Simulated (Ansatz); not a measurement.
# Stability checks on a candidate for KI

The structure comes from a generated guess, relaxed at this level; another structure or a mixture of phases may lie lower.

Method: Ansatz 0.2.0, DFT PBE, scalar-relativistic, plane waves, PAW. Cutoff 420 eV, Γ-centred 4×4×6 mesh (4-atom cell), Gaussian smearing of 0.02 eV, no spin polarisation.

```xyz
4
Lattice="6.1441 0.0000 0.0000 0.0000 6.1441 0.0000 0.0000 0.0000 4.3381" Properties=species:S:1:pos:R:3 pbc="T T T"
K     0.0000    0.0000    0.0000
K     3.0720    3.0720    0.0000
I     3.0720    0.0000    2.2287
I     0.0000    3.0720    2.1094
```

The zero of energy is the elements' standard structures at the same level; no fitted shifts are applied.

Q: These tests were run: energy against the elements; phonons on a 1×1×2 q mesh; elastic tensor. What do they show?

A:

| test | result |
| --- | --- |
| energy against the elements | −1.433 eV/atom |
| phonons on a 1×1×2 q mesh | no imaginary mode on the mesh |
| elastic tensor | least eigenvalue 2 GPa |

It fails none of these tests. Other phases of the system weren't compared here, so this isn't yet thermodynamic stability.

Spin–orbit coupling, which can matter for I, is left out. The reference form of I is held partly by dispersion forces, which this level lacks. The run for the phonons used a 4×4×6 k mesh. The run for the elastic tensor used a 4×4×6 k mesh.
